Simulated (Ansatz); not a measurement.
TiS2, DFT, LDA, PAW with Ansatz's default frozen-core files, scalar-relativistic (Ansatz 0.2.0), run on 1 thread of Intel(R) Xeon(R) Platinum 8488C (Sapphire Rapids) on a shared host.

The cell comes from COD entry 1537865, which wasn't checked; take it as a given geometry. It is an old determination, and later ones may differ. The listed cell was then made from it by scaling, straining or moving an atom.

Command: `ansatz run input.yaml --threads 1 --pin off --max-ram 4096MiB --backend cpu --events-out ev --progress --plain --runs-dir out`

```yaml
crystal:
  lattice:
    - [3.4461205783, 0.0, 0.0]
    - [-1.7230602892, 2.9844279653, 0.0]
    - [0.0, 0.0, 5.695]
  atoms:
    - { symbol: Ti, position: [0.0, 0.0, 0.0] }
    - { symbol: S, position: [0.3333333333, 0.6666666667, 0.25] }
    - { symbol: S, position: [0.6666666667, 0.3333333333, 0.75] }
kpoints:
  mp_grid: { grid: [12, 12, 7] }
scf:
  occupations: { method: fermi_dirac, width: 0.05 }
hamiltonian:
  xc: lda
  pseudopotentials: { kind: paw }
output:
  forces: true
  stress: true
  eigenvalues: true
  efg: { contact_densities: true }
```

(1) How large is the problem that the program sets up?

(2) About how long does it take, and how much memory does it use?

(3) And the same cell and mesh by crystal-made all-electron datasets, asked for forces, stress, eigenvalues, efg, on the same hardware?

## Answers

(1) 112 irreducible k-points, 1123 plane waves at Γ, 16 bands.

(2) 4.3 s of wall time for 6 SCF iterations, with a peak of 0.44 GiB. Times on shared machines scatter by tens of per cent.

(3) 16 s, peak memory 0.77 GiB.
